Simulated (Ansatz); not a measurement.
## Ti6O: Ti-47 nuclear quadrupole resonance

Cell: a Materials Project structure (computed, not necessarily an observed phase), atoms as given.

```cif
data_Ti6O
_symmetry_space_group_name_H-M 'P-31c'
_symmetry_Int_Tables_number 163
_cell_length_a 5.1053
_cell_length_b 5.1053
_cell_length_c 9.4549
_cell_angle_alpha 90.000
_cell_angle_beta 90.000
_cell_angle_gamma 120.000
loop_
_atom_site_label
_atom_site_type_symbol
_atom_site_symmetry_multiplicity
_atom_site_Wyckoff_symbol
_atom_site_fract_x
_atom_site_fract_y
_atom_site_fract_z
Ti Ti 12 i 0.6682 0.6638 0.3812
O O 2 d 0.6667 0.3333 0.2500
```

One atom of each set is listed.

Computed with Ansatz: DFT, r2SCAN, plane waves and PAW (field gradients read without the response of the frozen cores, which leaves them typically 4 to 6 % off), scalar-relativistic, 500 eV cutoff, Γ-centred 8×8×4 k-points, Fermi–Dirac smearing 0.05 eV.

Ti-47: I = 5/2, Q = 302.0 mb (year-2017 value). Static lattice, zero field.

Q: Predict the zero-field Ti-47 lines of each site.

A: For I = 5/2 and η = 0 the lines are 3|C_Q|/20 and twice that; η pulls their ratio below 2.

```csv
site,atoms,V_zz (10²¹ V/m²),C_Q (MHz),η,line frequencies (MHz)
Ti,12,-2.39,-17.4,0.42,"3.08, 5.07"
```

Q: And for Ti-49 (I = 7/2, Q = 247.0 mb) on Ti?

A: C_Q scales with Q to -14.3 MHz, with lines at 1.53, 1.91, 3.00, 3.44 MHz.

With no gap above 0.1 eV, as in a metal, the gradients converge slowly in k; expect changes of a tenth or more on a denser mesh. Semilocal functionals can leave a metal where correlation in the d or f shell opens a gap in the real compound, and that would change the values at and beside Ti.

The run took 1.9 min of wall time (1.9 min of CPU time) and 1.3 GiB at its peak, on 1 thread of Intel Xeon Platinum 8259CL CPU @ 2.50GHz (Skylake/Cascade Lake) (x86_64; 16 cores open to the job, memory cap 3.0 GiB, no GPU), a shared host with a load of 0.7 a core.
